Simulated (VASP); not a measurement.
# Al2Cu (I4/mmm) in VASP: further runs, part 2 of 2

VASP 6.6.1. The steps go on from the part before.

### 5 Relaxation of cell and atoms, PBE+D3(BJ)

INCAR reads:

```
SYSTEM = Al2Cu
PREC     = Accurate       ! precision mode
ENCUT    = 600            ! plane-wave cutoff, eV
EDIFF    = 1E-7           ! SCF threshold, eV
ISMEAR   = 0              ! smearing method
SIGMA    = 0.1            ! smearing width, eV
LREAL    = .False.        ! projectors in reciprocal space
LASPH    = .True.         ! aspherical terms in the spheres
NELM     = 80             ! most SCF steps
ALGO     = Fast           ! electronic algorithm
ISIF     = 3              ! what is computed and relaxed
LWAVE    = .False.        ! write WAVECAR
LCHARG   = .False.        ! write CHGCAR
GGA      = PE             ! functional
IVDW     = 12             ! dispersion correction
IBRION   = 2              ! ionic algorithm
NSW      = 90             ! ionic steps
EDIFFG   = -0.005         ! ionic threshold
```

KPOINTS reads:

```
Automatic mesh
0
Gamma
  14 14 14
  0 0 0
```

POSCAR reads:

```
Al2Cu
1.0
   -2.0303375000      2.0303375000      2.8510940000
    2.0303375000     -2.0303375000      2.8510940000
    2.0303375000      2.0303375000     -2.8510940000
Al Cu
2 1
Direct
    0.7500000000      0.2500000000      0.5000000000
    0.2500000000      0.7500000000      0.5000000000
    0.5000000000      0.5000000000      0.0000000000
```

Potentials or basis: VASP PAW PBE potentials, release 64 (Al, Cu).

Started as:

```console
$ cat potpaw_PBE.64/Al/POTCAR potpaw_PBE.64/Cu/POTCAR > POTCAR
$ mpirun -np 1 vasp_std > vasp.out
```

OUTCAR:

```text
SYSTEM = Al2Cu
   PREC = Accurate
   ENCUT = 600
   EDIFF = 1E-7
   ISMEAR = 0
   LREAL = .False.
   LASPH = .True.
   NELM = 80
   ISIF = 3
   GGA = PE
   IVDW = 12
   IBRION = 2
   NSW = 90
   EDIFFG = -0.005
 IVDW          = 12

 ion  position               nearest neighbor table
   1  0.750  0.250  0.500-   3 2.48   3 2.48   3 2.48   3 2.48   2 2.85   2 2.85   2 2.87   2 2.87
                             2 2.87   2 2.87
   2  0.250  0.750  0.500-   3 2.48   3 2.48   3 2.48   3 2.48   1 2.85   1 2.85   1 2.87   1 2.87
                             1 2.87   1 2.87
   3  0.500  0.500  0.000-   2 2.48   1 2.48   1 2.48   2 2.48   1 2.48   2 2.48   2 2.48   1 2.48

  LATTYP: Found a body centered tetragonal cell.
 ALAT       =     4.0606750000
 C/A-ratio  =     1.4042463384

  Lattice vectors:

 A1 = (  -2.0303375000,   2.0303375000,   2.8510940000)
 A2 = (   2.0303375000,  -2.0303375000,   2.8510940000)
 A3 = (   2.0303375000,   2.0303375000,  -2.8510940000)

Analysis of symmetry for initial positions (statically):
=====================================================================
 Subroutine PRICEL returns:
 Original cell was already a primitive cell.

 Routine SETGRP: Setting up the symmetry group for a
 body centered tetragonal supercell.

 Subroutine GETGRP returns: Found 16 space group operations
 (whereof 16 operations were pure point group operations)
 out of a pool of 16 trial point group operations.

The static configuration has the point symmetry D_4h.

Analysis of symmetry for dynamics (positions and initial velocities):
=====================================================================
 Subroutine PRICEL returns:
 Original cell was already a primitive cell.

 Routine SETGRP: Setting up the symmetry group for a
 body centered tetragonal supercell.

 Subroutine GETGRP returns: Found 16 space group operations
 (whereof 16 operations were pure point group operations)
 out of a pool of 16 trial point group operations.

The dynamic configuration has the point symmetry D_4h.

 Subroutine INISYM returns: Found 16 space group operations
 (whereof 16 operations are pure point group operations),
 and found     1 'primitive' translations

----------------------------------------------------------------------------------------

                                     Primitive cell

  volume of cell :      47.0119

  direct lattice vectors                    reciprocal lattice vectors
    -2.030337500  2.030337500  2.851094000     0.000000000  0.246264476  0.175371279
     2.030337500 -2.030337500  2.851094000     0.246264476  0.000000000  0.175371279
     2.030337500  2.030337500 -2.851094000     0.246264476  0.246264476  0.000000000

  length of vectors
     4.046390703  4.046390703  4.046390703     0.302326442  0.302326442  0.348270562

  position of ions in fractional coordinates (direct lattice)
     0.750000000  0.250000000  0.500000000
     0.250000000  0.750000000  0.500000000
     0.500000000  0.500000000  0.000000000

  ion indices of the primitive-cell ions
   primitive index   ion index
                 1           1
                 2           2
                 3           3

----------------------------------------------------------------------------------------

 KPOINTS: Automatic mesh

Automatic generation of k-mesh.
 Grid dimensions read from file:
 generate k-points for:   14   14   14

 Generating k-lattice:

  Cartesian coordinates                     Fractional coordinates (reciprocal lattice)
     0.000000000  0.017590320  0.012526520     0.071428571  0.000000000  0.000000000
     0.017590320  0.000000000  0.012526520     0.000000000  0.071428571  0.000000000
     0.017590320  0.017590320  0.000000000     0.000000000  0.000000000  0.071428571

  Length of vectors
     0.021594746  0.021594746  0.024876469

  Shift w.r.t. Gamma in fractional coordinates (k-lattice)
     0.000000000  0.000000000  0.000000000

 Subroutine IBZKPT returns following result:
 ===========================================

 Found    244 irreducible k-points:

 Following reciprocal coordinates:
            Coordinates               Weight
  0.000000  0.000000  0.000000      1.000000
  0.071429 -0.000000  0.000000      8.000000
  0.142857 -0.000000  0.000000      8.000000
  0.214286 -0.000000  0.000000      8.000000
  0.285714  0.000000  0.000000      8.000000
  0.357143  0.000000  0.000000      8.000000
[... 16 lines left out ...]
  0.214286  0.142857  0.000000     16.000000
  0.285714  0.142857  0.000000     16.000000
 [... further k-points ...]
   k-points           NKPTS =    244   k-points in BZ     NKDIM =    244   number of bands    NBANDS=     12
   number of dos      NEDOS =    301   number of ions     NIONS =      3
   total plane-waves  NPLWV =  32768
   dimension x,y,z NGX =    32 NGY =   32 NGZ =   32
   dimension x,y,z NGXF=    64 NGYF=   64 NGZF=   64
   ions per type =               2   1
   NGX,Y,Z   is equivalent  to a cutoff of  13.15, 13.15, 13.15 a.u.
   NGXF,Y,Z  is equivalent  to a cutoff of  26.29, 26.29, 26.29 a.u.
 SYSTEM =  Al2Cu
   PREC   = accura    normal or accurate (medium, high low for compatibility)
   ISTART =      0    job   : 0-new  1-cont  2-samecut
   ICHARG =      2    charge: 1-file 2-atom 10-const
   ISPIN  =      1    spin polarized calculation?
   LNONCOLLINEAR =      F non collinear calculations
   LSORBIT =      F    spin-orbit coupling
   LASPH  =      T    aspherical Exc in radial PAW
   ENCUT  =  600.0 eV  44.10 Ry    6.64 a.u.   8.08  8.08  8.08*2*pi/ulx,y,z
   NELM   =     80;   NELMIN=  2; NELMDL= -5     # of ELM steps
   EDIFF  = 0.1E-06   stopping-criterion for ELM
   LREAL  =      F    real-space projection
   EDIFFG = -.5E-02   stopping-criterion for IOM
   NSW    =     90    number of steps for IOM
   IBRION =      2    ionic relax: 0-MD 1-quasi-New 2-CG
   NFREE  =      1    steps in history (QN), initial steepest desc. (CG)
   ISIF   =      3    stress and relaxation
   ISYM   =      2    0-nonsym 1-usesym 2-fastsym
   POTIM  = 0.5000    time-step for ionic-motion
   TEBEG  =    0.0;   TEEND  =   0.0 temperature during run
   PSTRESS=    0.0 pullay stress
   NELECT =      17.0000    total number of electrons
   NUPDOWN=      -1.0000    fix difference up-down
   EMIN   =  10.00;   EMAX   =-10.00  energy-range for DOS
   EFERMI =   0.00;   METHOD = LEGACY
   ISMEAR =     0;   SIGMA  =   0.10  broadening in eV -4-tet -1-fermi 0-gaus
   EFERMI_NEDOS =   21; number of points for ismear=-14 and -15
   IALGO  =     68    algorithm
   IMIX   =      4    mixing-type and parameters
     AMIX     =   0.40;   BMIX     =  1.00
     AMIX_MAG =   1.60;   BMIX_MAG =  1.00
  volume/ion in A,a.u.               =      15.67       105.75
  Fermi-wavevector in a.u.,A,eV,Ry     =   1.166331  2.204046 18.508385  1.360328
  Thomas-Fermi vector in A             =   2.302845
   LORBIT       =      0    0 simple, 1 ext, 2 COOP (PROOUT), +10 PAW based schemes
   GGA     = PE    functional components
   LHFCALC =     F    Hartree Fock is set to
   AEXX    =    0.0000 exact exchange contribution
   IVDW    =    12    specifies the selected vdW correction
   LEPSILON=     F    determine dielectric tensor
   LRPA    =     F    only Hartree local field effects (RPA)
 conjugate gradient relaxation of ions
 non-spin polarized calculation
 RMM-DIIS sequential band-by-band and
 Gauss-broadening in eV      SIGMA  =   0.10
  energy-cutoff  :      600.00
  volume of cell :       47.01
 maximum number of plane-waves:      1588
   NGX = 17   NGY = 17   NGZ = 17

--------------------------------------- Ionic step        1  -------------------------------------------

 number of electron      17.0000011 magnetization

 Free energy of the ion-electron system (eV)
  ---------------------------------------------------
  ext. energy  EPLUGINS =         0.00000000
  ---------------------------------------------------
  free energy    TOTEN  =       -11.73542453 eV

  energy without entropy =      -11.73042181  energy(sigma->0) =      -11.73292317

------------------------ aborting loop because EDIFF is reached ----------------------------------------

 Edisp (eV)   -1.14719

 E8    (eV) :    -0.5082
[... 237 lines left out ...]
--------------------------------------- Ionic step        7  -------------------------------------------

 number of electron      17.0000013 magnetization

 Free energy of the ion-electron system (eV)
  ---------------------------------------------------
  ext. energy  EPLUGINS =         0.00000000
  ---------------------------------------------------
  free energy    TOTEN  =       -11.72488583 eV

  energy without entropy =      -11.71991535  energy(sigma->0) =      -11.72240059

 E-fermi :   7.2929     XC(G=0): -10.5652

 val. band max:        7.2735158035   @ k =   0.4286   0.0714   0.0000
 cond. band min:       7.3229050885   @ k =   0.1429  -0.0000   0.0000
 fundamental gap:      0.0493892850
 Fermi energy:         7.2928971094

 k-point     1 :       0.0000    0.0000    0.0000
  band No.  band energies     occupation
      1      -3.0745      2.00000
      2       2.6344      2.00000
      3       2.6344      2.00000
      4       2.6347      2.00000
      5       3.2025      2.00000
      6       3.2031      2.00000
      7      10.2169      0.00000
      8      10.2199      0.00000
      9      10.2199      0.00000
     10      10.2558      0.00000
     11      10.2558      0.00000
     12      10.2602      0.00000
[... 331 lines left out ...]
 k-point    24 :       0.2857    0.1429    0.0000
  band No.  band energies     occupation
      1      -1.3588      2.00000
      2       2.0157      2.00000
      3       2.7122      2.00000
      4       2.8351      2.00000
      5       3.1440      2.00000
      6       3.2698      2.00000
      7       4.1856      2.00000
      8       6.1227      2.00000
      9       8.2428      0.00000
     10      10.3170      0.00000
     11      10.9352      0.00000
     12      12.2296      0.00000

 [... further k-points ...]

------------------------ aborting loop because EDIFF is reached ----------------------------------------

 Edisp (eV)   -1.15975

 E8    (eV) :    -0.5138
[... 26 lines left out ...]
  FREE ENERGIE OF THE ION-ELECTRON SYSTEM (eV)
  ---------------------------------------------------
  free  energy   TOTEN  =       -12.8846341515 eV

  energy  without entropy=      -12.8796636788  energy(sigma->0) =      -12.88214892

 reached required accuracy - stopping structural energy minimisation
```

Wall time 3.9 min (1 thread of Intel Xeon 6975P-C (Granite Rapids), shared host); peak memory 0.35 GiB.

Results:

```
Free energy                            : -12.8846 eV
Relaxed volume                         : 15.51 Å³/atom
Relaxed cell                           : a = 4.037 Å, b = 4.037 Å, c = 4.037 Å, α = 120.01°, β = 120.01°, γ = 89.98°
Space group after relaxing (to 0.05 Å) : Fm-3m (No. 225)
Energy gained by relaxing              : 0.7 meV/atom
Ionic steps                            : 7
Pressure after relaxing                : 0.0 GPa
Band gap on the k mesh                 : none (metal or under the smearing width)
Dispersion energy per atom             : -0.387 eV
```

The path:
```
step  energy change (eV)  largest force (eV/Å)  pressure (GPa)  volume (Å³)
   1              0.0000                0.0000           -1.10        47.01
   2             -0.0014                0.0000            0.32        46.28
   3             -0.0018                0.0000            0.03        46.51
   4             -0.0018                0.0000            0.13        46.49
   5             -0.0018                0.0000            0.08        46.50
   6             -0.0020                0.0000            0.06        46.51
   7             -0.0020                0.0000            0.02        46.53
```

Final structure:
```yaml
crystal:
  lattice:
    - [-2.01832, 2.01832, 2.85546]
    - [2.01832, -2.01832, 2.85546]
    - [2.01832, 2.01832, -2.85546]
  atoms:
    - { symbol: Al, position: [0.75000, 0.25000, 0.50000] }
    - { symbol: Al, position: [0.25000, 0.75000, 0.50000] }
    - { symbol: Cu, position: [0.50000, 0.50000, 0.00000] }
```

Levels at points of the mesh, in eV from the Fermi level:
| k point | band 6 | band 7 | band 8 | band 9 | band 10 | band 11 | band 12 |
| --- | --- | --- | --- | --- | --- | --- | --- |
| (0.00, 0.00, 0.00) | -4.09 | 2.92 | 2.93 | 2.93 | 2.96 | 2.96 | 2.97 |
| (0.50, 0.00, 0.00) | -4.02 | -4.02 | 0.61 | 0.61 | 2.95 | 2.95 | 3.92 |
| (0.50, 0.50, 0.00) | -3.93 | -3.80 | -2.03 | -2.03 | 0.40 | 1.54 | 9.05 |
| (0.50, 0.50, 0.50) | -3.93 | -3.80 | -2.02 | -2.02 | 0.40 | 1.54 | 9.05 |

Caveat: pairwise dispersion overbinds metals, which lowers pressure and volume.

### 6 Relaxation of cell and atoms, PBEsol

Edit INCAR of step 5 so:

```diff
@@ -2,3 +2,3 @@
 PREC     = Accurate       ! precision mode
-ENCUT    = 600            ! plane-wave cutoff, eV
+ENCUT    = 300            ! plane-wave cutoff, eV
 EDIFF    = 1E-7           ! SCF threshold, eV
@@ -13,4 +13,3 @@
 LCHARG   = .False.        ! write CHGCAR
-GGA      = PE             ! functional
-IVDW     = 12             ! dispersion correction
+GGA      = PS             ! functional
 IBRION   = 2              ! ionic algorithm
```

KPOINTS is that of step 5.

POSCAR is that of step 5.

Potentials or basis: VASP PAW PBE potentials, release 64 (Al, Cu).

Started as:

```console
$ cat potpaw_PBE.64/Al/POTCAR potpaw_PBE.64/Cu/POTCAR > POTCAR
$ mpirun -np 1 vasp_std > vasp.out
```

Wall time 99 s (1 thread of Intel Xeon 6975P-C (Granite Rapids), shared host); peak memory 0.2 GiB.

These settings aren't checked as converged: the numbers below hold their error.

What came out:

- Free energy: -13.0089 eV
- Relaxed volume: 15.56 Å³/atom
- Relaxed cell: a = 4.041 Å, b = 4.041 Å, c = 4.041 Å, α = 119.98°, β = 119.98°, γ = 90.04°
- Space group after relaxing (to 0.05 Å): Fm-3m (No. 225)
- Energy gained by relaxing: 0.4 meV/atom
- Ionic steps: 8
- Band gap on the k mesh: none (metal or under the smearing width)

Caveat: the cutoff is under 1.25 times the usual one of these potentials, so pressure, stress and relaxed cells hold a basis-set (Pulay) error; the PAW data sets were made with another functional, which shifts forces and pressure a little.

### 7 The runs side by side

| level | potentials or basis | gap on the mesh (eV) | pressure (GPa) | relaxed volume (Å³/atom) |
| --- | --- | --- | --- | --- |
| PBEsol | VASP PAW PBE potentials, release 64 (Al, Cu) | none | 0.0 | 15.69 |
| LDA | VASP PAW LDA potentials, release 64 (Al, Cu) | none | 0.0 | 15.24 |
| PBE | VASP PAW PBE potentials, release 64 (Al, Cu) | none | 0.0 | 16.15 |
| PBE+D3(BJ) | VASP PAW PBE potentials, release 64 (Al, Cu) | none | 0.0 | 15.51 |

Alike in all rows: task relaxation of cell and atoms; no spin polarisation; cell relaxed; k mesh 14 × 14 × 14; cutoff (eV) 600; smearing gaussian 0.1 eV.

Caveats: the PAW data sets were made with another functional, which shifts forces and pressure a little (some runs); pairwise dispersion overbinds metals, which lowers pressure and volume (some runs).

Absolute energies hang on the potentials; compare differences alone.
